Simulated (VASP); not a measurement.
Runs of VASP 6.6.1 on SiC. It takes space group Fm-3m (No. 225, cubic). The conventional cell has a = 3.828 Å, b = 3.828 Å, c = 3.828 Å, α = 90.00°, β = 90.00°, γ = 90.00°. C (site symmetry m-3m) is surrounded by 6 Si at 1.91 Å. Si (site symmetry m-3m) is surrounded by 6 C at 1.91 Å. The cell was built by a generator and needn't be a form met in nature.

| cell | k mesh | gap on the mesh (eV) | pressure (GPa) |
| --- | --- | --- | --- |
| Fm-3m, 7.01 Å³/atom | 20 × 20 × 20 | 0.25 | 62.8 |
| Fm-3m, 9.1 Å³/atom | 18 × 18 × 18 | none | -17.4 |
| Fm-3m, 8.19 Å³/atom | 18 × 18 × 18 | none | (a) |
| Fm-3m, 8.01 Å³/atom | 20 × 20 × 20 | none | 11.1 |

Alike in all rows: task single point; level PBE; potentials or basis VASP PAW PBE potentials, release 64 (C, Si); no spin polarisation; cutoff (eV) 520; smearing gaussian 0.05 eV.

Task: Fill in the values left out.

Result: (a) 4.9.

Caveats: a pressure of tens of GPa on the cell as given is suspect, and the run, the potentials or the cell itself is likely at fault (some runs); so large a pressure means that the cell lies far from this level's equilibrium, or that cutoff or potentials fall short (some runs).

A k mesh can miss the band edges.

A gap of «none» marks a metal or a gap under the smearing width.
